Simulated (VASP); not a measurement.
# Bi (Fmmm) in VASP: notebook

The runs below take Bi through single point, relaxation of cell and atoms, with r2SCAN.

Program: VASP 6.6.1. These are calculated values, not measurements. Logs are shortened: lines on timing, memory, paths and dates and some standing lists are left out, and cuts for length are marked.

### Step 1. The structure

The structure is orthorhombic, space group Fmmm (No. 69). The conventional cell has a = 4.361 Å, b = 5.049 Å, c = 5.687 Å, α = 90.00°, β = 90.00°, γ = 90.00°. Bi (site symmetry mmm) is surrounded by 12 Bi at 3.34 to 3.80 Å.

The cell was built by a generator and needn't be a form met in nature.

### Step 2. Single point, r2SCAN

Contents of POSCAR:

```
Bi
1.0
    0.0000000000      2.5245372069      2.8434829591
    2.1803214472      0.0000000000      2.8434829591
    2.1803214472      2.5245372069      0.0000000000
Bi
1
Direct
    0.0000000000      0.0000000000      0.0000000000
```

Contents of INCAR.step1:

```
  PREC = Accurate
  ENCUT = 520
  ISMEAR = 0
  SIGMA = 0.1
  LREAL = F
  LASPH = T
  NELM = 100
  NBANDS = 14
  GGA = PE
  ALGO = Normal
  EDIFF = 1E-4
  LWAVE = T
  LCHARG = F
```

Contents of INCAR.step2:

```
  PREC = Accurate
  ENCUT = 520
  EDIFF = 1E-6
  ISMEAR = 0
  SIGMA = 0.1
  LREAL = F
  LASPH = T
  NELM = 100
  ALGO = Normal
  ISIF = 2
  LWAVE = F
  LCHARG = F
  METAGGA = R2SCAN
  LMIXTAU = T
  NBANDS = 14
  ISTART = 1
```

Contents of KPOINTS:

```
Automatic mesh
0
Gamma
  6 6 6
```

Potentials or basis: VASP PAW PBE potentials, release 64 (Bi_d).

Command:

```console
$ cat potpaw_PBE.64/Bi_d/POTCAR > POTCAR
$ cp INCAR.step1 INCAR
$ mpirun -np 1 vasp_std > vasp.out
$ cp INCAR.step2 INCAR
$ mpirun -np 1 vasp_std > vasp.out
```

OUTCAR:

```text
PREC = Accurate
   ENCUT = 520
   EDIFF = 1E-6
   ISMEAR = 0
   LREAL = F
   LASPH = T
   NELM = 100
   ISIF = 2
   METAGGA = R2SCAN
   ISTART = 1

 ion  position               nearest neighbor table
   1  0.000  0.000  0.000-

  LATTYP: Found a face centered orthorhombic cell.
 ALAT       =     4.3606428944
 B/A-ratio  =     1.1578738585
 C/A-ratio  =     1.3041576795

  Lattice vectors:

 A1 = (   0.0000000000,   2.5245372069,   2.8434829591)
 A2 = (   2.1803214472,   0.0000000000,   2.8434829591)
 A3 = (   2.1803214472,   2.5245372069,   0.0000000000)

Analysis of symmetry for initial positions (statically):
=====================================================================
 Subroutine PRICEL returns:
 Original cell was already a primitive cell.

 Routine SETGRP: Setting up the symmetry group for a
 face centered orthorhombic supercell.

 Subroutine GETGRP returns: Found  8 space group operations
 (whereof  8 operations were pure point group operations)
 out of a pool of  8 trial point group operations.

The static configuration has the point symmetry D_2h.

Analysis of symmetry for dynamics (positions and initial velocities):
=====================================================================
 Subroutine PRICEL returns:
 Original cell was already a primitive cell.

 Routine SETGRP: Setting up the symmetry group for a
 face centered orthorhombic supercell.

 Subroutine GETGRP returns: Found  8 space group operations
 (whereof  8 operations were pure point group operations)
 out of a pool of  8 trial point group operations.

The dynamic configuration has the point symmetry D_2h.

 Subroutine INISYM returns: Found  8 space group operations
 (whereof  8 operations are pure point group operations),
 and found     1 'primitive' translations

----------------------------------------------------------------------------------------

                                     Primitive cell

  volume of cell :      31.3028

  direct lattice vectors                    reciprocal lattice vectors
     0.000000000  2.524537207  2.843482959    -0.229323984  0.198056103  0.175840688
     2.180321447  0.000000000  2.843482959     0.229323984 -0.198056103  0.175840688
     2.180321447  2.524537207  0.000000000     0.229323984  0.198056103 -0.175840688

  length of vectors
     3.802457554  3.583182517  3.335729264     0.350336491  0.350336491  0.350336491

  position of ions in fractional coordinates (direct lattice)
     0.000000000  0.000000000  0.000000000

  ion indices of the primitive-cell ions
   primitive index   ion index
                 1           1

----------------------------------------------------------------------------------------

 KPOINTS: Automatic mesh

Automatic generation of k-mesh.
 Grid dimensions read from file:
 generate k-points for:    6    6    6

 Generating k-lattice:

  Cartesian coordinates                     Fractional coordinates (reciprocal lattice)
    -0.038220664  0.033009350  0.029306781     0.166666667  0.000000000 -0.000000000
     0.038220664 -0.033009350  0.029306781     0.000000000  0.166666667  0.000000000
     0.038220664  0.033009350 -0.029306781    -0.000000000 -0.000000000  0.166666667

  Length of vectors
     0.058389415  0.058389415  0.058389415

  Shift w.r.t. Gamma in fractional coordinates (k-lattice)
     0.000000000  0.000000000  0.000000000

 Subroutine IBZKPT returns following result:
 ===========================================

 Found     46 irreducible k-points:

 Following reciprocal coordinates:
            Coordinates               Weight
  0.000000  0.000000  0.000000      1.000000
  0.166667  0.000000 -0.000000      8.000000
  0.333333  0.000000 -0.000000      8.000000
  0.500000  0.000000 -0.000000      4.000000
  0.166667  0.166667  0.000000      2.000000
  0.333333  0.166667 -0.000000      8.000000
[... 16 lines left out ...]
 -0.166667  0.166667  0.166667      8.000000
  0.500000  0.333333  0.166667      4.000000
 [... further k-points ...]
   k-points           NKPTS =     46   k-points in BZ     NKDIM =     46   number of bands    NBANDS=     14
   number of dos      NEDOS =    301   number of ions     NIONS =      1
   total plane-waves  NPLWV =  21952
   dimension x,y,z NGX =    28 NGY =   28 NGZ =   28
   dimension x,y,z NGXF=    56 NGYF=   56 NGZF=   56
   ions per type =               1
   NGX,Y,Z   is equivalent  to a cutoff of  12.24, 12.99, 13.95 a.u.
   NGXF,Y,Z  is equivalent  to a cutoff of  24.48, 25.98, 27.91 a.u.
 SYSTEM =  unknown system
   PREC   = accura    normal or accurate (medium, high low for compatibility)
   ISTART =      1    job   : 0-new  1-cont  2-samecut
   ICHARG =      0    charge: 1-file 2-atom 10-const
   ISPIN  =      1    spin polarized calculation?
   LNONCOLLINEAR =      F non collinear calculations
   LSORBIT =      F    spin-orbit coupling
   LASPH  =      T    aspherical Exc in radial PAW
   ENCUT  =  520.0 eV  38.22 Ry    6.18 a.u.   7.07  6.66  6.20*2*pi/ulx,y,z
   NELM   =    100;   NELMIN=  2; NELMDL=  0     # of ELM steps
   EDIFF  = 0.1E-05   stopping-criterion for ELM
   LREAL  =      F    real-space projection
   EDIFFG = 0.1E-04   stopping-criterion for IOM
   NSW    =      0    number of steps for IOM
   IBRION =     -1    ionic relax: 0-MD 1-quasi-New 2-CG
   NFREE  =      0    steps in history (QN), initial steepest desc. (CG)
   ISIF   =      2    stress and relaxation
   ISYM   =      2    0-nonsym 1-usesym 2-fastsym
   POTIM  = 0.5000    time-step for ionic-motion
   TEBEG  =    0.0;   TEEND  =   0.0 temperature during run
   PSTRESS=    0.0 pullay stress
   NELECT =      15.0000    total number of electrons
   NUPDOWN=      -1.0000    fix difference up-down
   EMIN   =  10.00;   EMAX   =-10.00  energy-range for DOS
   EFERMI =   0.00;   METHOD = LEGACY
   ISMEAR =     0;   SIGMA  =   0.10  broadening in eV -4-tet -1-fermi 0-gaus
   EFERMI_NEDOS =   21; number of points for ismear=-14 and -15
   IALGO  =     38    algorithm
   IMIX   =      4    mixing-type and parameters
     AMIX     =   0.40;   BMIX     =  1.00
     AMIX_MAG =   1.60;   BMIX_MAG =  1.00
  volume/ion in A,a.u.               =      31.30       211.24
  Fermi-wavevector in a.u.,A,eV,Ry     =   1.281084  2.420898 22.329558  1.641176
  Thomas-Fermi vector in A             =   2.413474
   LORBIT       =      0    0 simple, 1 ext, 2 COOP (PROOUT), +10 PAW based schemes
   METAGGA = R2SCAN    functional components
   LHFCALC =     F    Hartree Fock is set to
   AEXX    =    0.0000 exact exchange contribution
   IVDW    =     0    specifies the selected vdW correction
   LEPSILON=     F    determine dielectric tensor
   LRPA    =     F    only Hartree local field effects (RPA)
 non-spin polarized calculation
 Gauss-broadening in eV      SIGMA  =   0.10
  energy-cutoff  :      520.00
  volume of cell :       31.30
 maximum number of plane-waves:       860
   NGX = 15   NGY = 13   NGZ = 13

 number of electron      15.0000005 magnetization

 Free energy of the ion-electron system (eV)
  ---------------------------------------------------
  ext. energy  EPLUGINS =         0.00000000
  ---------------------------------------------------
  free energy    TOTEN  =       -58.27422863 eV

  energy without entropy =      -58.27288958  energy(sigma->0) =      -58.27355910

 E-fermi :   7.7944     XC(G=0): -11.0294

 val. band max:        7.6670528736   @ k =   0.5000   0.0000   0.5000
 cond. band min:       7.7991769876   @ k =   0.3333   0.5000   0.1667
 fundamental gap:      0.1321241140
 Fermi energy:         7.7943692587

 k-point     1 :       0.0000    0.0000    0.0000
  band No.  band energies     occupation
      1     -16.0571      2.00000
      2     -15.9725      2.00000
      3     -15.9263      2.00000
      4     -15.8849      2.00000
      5     -15.8171      2.00000
      6      -6.3500      2.00000
      7      12.4402      0.00000
      8      12.9332      0.00000
      9      13.3623      0.00000
     10      17.4481      0.00000
     11      18.2076      0.00000
     12      18.9534      0.00000
     13      18.9858      0.00000
     14      19.6954      0.00000

 k-point     2 :       0.1667    0.0000   -0.0000
  band No.  band energies     occupation
      1     -16.0292      2.00000
      2     -15.9527      2.00000
      3     -15.9123      2.00000
      4     -15.8857      2.00000
      5     -15.8297      2.00000
      6      -5.8395      2.00000
      7       9.2481      0.00000
      8      11.5957      0.00000
      9      12.9894      0.00000
     10      16.2291      0.00000
     11      17.9005      0.00000
     12      19.5112      0.00000
     13      19.9360      0.00000
     14      21.0830      0.00000

 k-point     3 :       0.3333    0.0000   -0.0000
  band No.  band energies     occupation
      1     -16.0194      2.00000
      2     -15.9480      2.00000
      3     -15.8803      2.00000
      4     -15.8427      2.00000
      5     -15.8228      2.00000
      6      -4.4320      2.00000
      7       4.6908      2.00000
      8      10.1053      0.00000
      9      12.6867      0.00000
     10      14.8436      0.00000
     11      17.5947      0.00000
     12      18.6740      0.00000
     13      21.6093      0.00000
     14      23.0620      0.00000

 k-point     4 :       0.5000    0.0000   -0.0000
  band No.  band energies     occupation
      1     -16.0234      2.00000
      2     -15.9575      2.00000
      3     -15.8833      2.00000
      4     -15.8341      2.00000
      5     -15.7667      2.00000
      6      -3.2474      2.00000
      7       2.3859      2.00000
      8       9.5113      0.00000
      9      12.5397      0.00000
     10      14.3935      0.00000
     11      17.3338      0.00000
     12      18.8127      0.00000
     13      21.6342      0.00000
     14      23.3626      0.00000

 k-point     5 :       0.1667    0.1667    0.0000
  band No.  band energies     occupation
      1     -16.0672      2.00000
      2     -15.9735      2.00000
      3     -15.8885      2.00000
      4     -15.8714      2.00000
      5     -15.8153      2.00000
      6      -5.8537      2.00000
      7       8.9757      0.00000
      8      11.7263      0.00000
      9      12.3801      0.00000
     10      16.3104      0.00000
     11      16.5333      0.00000
[... 276 lines left out ...]
 k-point    22 :      -0.3333    0.1667    0.1667
  band No.  band energies     occupation
      1     -15.9646      2.00000
      2     -15.9521      2.00000
      3     -15.8975      2.00000
      4     -15.8517      2.00000
      5     -15.7673      2.00000
      6      -2.8639      2.00000
      7       2.9742      2.00000
      8       8.5702      0.00000
      9      10.0556      0.00000
     10      15.0729      0.00000
     11      16.9088      0.00000
     12      19.1076      0.00000
     13      20.1088      0.00000
     14      25.6716      0.00000

 k-point    23 :      -0.1667    0.1667    0.1667
  band No.  band energies     occupation
      1     -15.9540      2.00000
      2     -15.9488      2.00000
      3     -15.8848      2.00000
      4     -15.8729      2.00000
      5     -15.8253      2.00000
      6      -4.1904      2.00000
      7       5.6222      2.00000
      8       9.2073      0.00000
      9      10.3008      0.00000
     10      15.4169      0.00000
     11      17.6169      0.00000
     12      18.0443      0.00000
     13      21.3432      0.00000
     14      23.2663      0.00000

 k-point    24 :       0.5000    0.3333    0.1667
  band No.  band energies     occupation
      1     -15.9968      2.00000
      2     -15.9440      2.00000
      3     -15.8831      2.00000
      4     -15.8407      2.00000
      5     -15.8241      2.00000
      6      -3.9288      2.00000
      7       5.0669      2.00000
      8       8.1101      0.00001
      9       9.1331      0.00000
     10      16.8635      0.00000
     11      18.3586      0.00000
     12      19.1417      0.00000
     13      22.5643      0.00000
     14      23.2198      0.00000

 [... further k-points ...]
[... 5 lines left out ...]
  --------------------------------------------------------------------------------------
  -------------------------------------------------------------------------------------
  Total        0.0205734     -0.0571750     -0.0330227      0.0000000      0.0000000      0.0000000
  in kB        1.0530132     -2.9264016     -1.6902066      0.0000000      0.0000000      0.0000000
  external PRESSURE =      -1.1878650 kB  Pullay stress =       0.0000000 kB

 VOLUME and BASIS-vectors are now :
 -----------------------------------------------------------------------------
  energy-cutoff  :      520.00
  volume of cell :       31.30
      direct lattice vectors                 reciprocal lattice vectors
     0.000000000  2.524537207  2.843482959    -0.229323984  0.198056103  0.175840688
     2.180321447  0.000000000  2.843482959     0.229323984 -0.198056103  0.175840688
     2.180321447  2.524537207  0.000000000     0.229323984  0.198056103 -0.175840688

 POSITION                                       TOTAL-FORCE (eV/Angst)
 -----------------------------------------------------------------------------------
      0.00000      0.00000      0.00000         0.000000      0.000000      0.000000
 -----------------------------------------------------------------------------------
    total drift:                               -0.000000     -0.000000     -0.000000

  FREE ENERGIE OF THE ION-ELECTRON SYSTEM (eV)
  ---------------------------------------------------
  free  energy   TOTEN  =       -58.2742286327 eV

  energy  without entropy=      -58.2728895763  energy(sigma->0) =      -58.27355910
```

Wall time 51 s (1 thread of AMD EPYC 9R45 (Zen 5), shared host); peak memory 0.14 GiB.

Results:

```
Free energy            : -58.2742 eV
Pressure               : -0.1 GPa
Band gap on the k mesh : none (metal or under the smearing width)
```

Levels at points of the mesh, in eV from the Fermi level:
| k point | band 4 | band 5 | band 6 | band 7 | band 8 | band 9 | band 10 | band 11 | band 12 | band 13 |
| --- | --- | --- | --- | --- | --- | --- | --- | --- | --- | --- |
| (0.00, 0.00, 0.00) | -23.68 | -23.61 | -14.14 | 4.65 | 5.14 | 5.57 | 9.65 | 10.41 | 11.16 | 11.19 |
| (0.50, 0.00, 0.00) | -23.63 | -23.56 | -11.04 | -5.41 | 1.72 | 4.75 | 6.60 | 9.54 | 11.02 | 13.84 |
| (0.50, 0.50, 0.00) | -23.60 | -23.57 | -11.22 | -5.30 | 1.70 | 2.70 | 6.32 | 7.20 | 17.26 | 18.01 |
| (0.50, 0.00, 0.50) | -23.62 | -23.50 | -9.84 | -4.79 | -0.13 | 1.91 | 4.92 | 6.30 | 14.33 | 14.63 |
| (0.00, 0.50, 0.50) | -23.60 | -23.51 | -8.81 | -3.39 | -1.63 | -0.52 | 3.81 | 4.67 | 15.59 | 16.63 |

Caveat: the k mesh is coarse (spacing up to 0.37 Å⁻¹), so the values aren't converged; the PAW data sets were made with another functional, which shifts forces and pressure a little; spin-orbit coupling is left out, which moves the levels of the heavy elements.

(Part 1 of 2 ends here.)
